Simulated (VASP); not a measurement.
Write the native input for VASP 6.6.1 that does the following.

| Item | Value |
| --- | --- |
| Task | relaxation of cell and atoms |
| Functional | PBEsol |
| Potentials or basis | VASP PAW PBE potentials, release 64 (Ga_d, Cu, Se) |
| Cutoff | 600 eV |
| k mesh | 10 × 10 × 10 |
| Occupations | methfessel-paxton, width 0.1 eV |
| Spin | no spin polarisation |
| Further INCAR settings | ALGO = Normal; EDIFF = 1e-06; IBRION = 2; EDIFFG = -0.01; NSW = 90; ISIF = 3 |

The structure of GaCuSe2 lies in POSCAR:

```
GaCuSe2
1.0
   -2.8095500000      2.8095500000      5.5130000000
    2.8095500000     -2.8095500000      5.5130000000
    2.8095500000      2.8095500000     -5.5130000000
Ga Cu Se
2 2 4
Direct
    0.5000000000      0.5000000000      0.0000000000
    0.2500000000      0.7500000000      0.5000000000
    0.0000000000      0.0000000000      0.0000000000
    0.7500000000      0.2500000000      0.5000000000
    0.3750000000      0.3756200000      0.5006200000
    0.6243800000      0.1250000000      0.9993800000
    0.8750000000      0.8743800000      0.4993800000
    0.1256200000      0.6250000000      0.0006200000
```

These files were run (other wordings do the same):

INCAR

```
PREC     = Accurate       # precision mode
ENCUT    = 600            # plane-wave cutoff, eV
EDIFF    = 1E-6           # SCF threshold, eV
ISMEAR   = 1              # smearing method
SIGMA    = 0.1            # smearing width, eV
LREAL    = F              # projectors in reciprocal space
LASPH    = T              # aspherical terms in the spheres
NELM     = 80             # most SCF steps
ALGO     = Normal         # electronic algorithm
ISIF     = 3              # what is computed and relaxed
LWAVE    = F              # write WAVECAR
LCHARG   = F              # write CHGCAR
GGA      = PS             # functional
IBRION   = 2              # ionic algorithm
NSW      = 90             # ionic steps
EDIFFG   = -0.01          # ionic threshold
KPAR     = 4
```

KPOINTS

```
Automatic mesh
0
Gamma
  10 10 10
```

Potentials or basis: VASP PAW PBE potentials, release 64 (Ga_d, Cu, Se).

The run is started by

```console
$ cat potpaw_PBE.64/Ga_d/POTCAR potpaw_PBE.64/Cu/POTCAR potpaw_PBE.64/Se/POTCAR > POTCAR
$ mpirun -np 4 vasp_std > vasp.out
```

Results of the run:

```
Relaxed volume                         : 21.54 Å³/atom
Relaxed cell                           : a = 6.800 Å, b = 6.800 Å, c = 6.800 Å, α = 131.59°, β = 131.59°, γ = 70.88°
Space group after relaxing (to 0.05 Å) : I-42d (No. 122)
Energy gained by relaxing              : 5.4 meV/atom
Ionic steps                            : 12
Pressure after relaxing                : 0.0 GPa
Largest force after relaxing           : 0.004 eV/Å
Band gap on the k mesh                 : 0.14 eV, direct
```

Caveat: the PAW data sets were made with another functional, which shifts forces and pressure a little.

It took 20 min on 4 MPI ranks on Intel(R) Xeon(R) 6975P-C (Granite Rapids), with other jobs on the host, peak memory 1.1 GiB a rank.
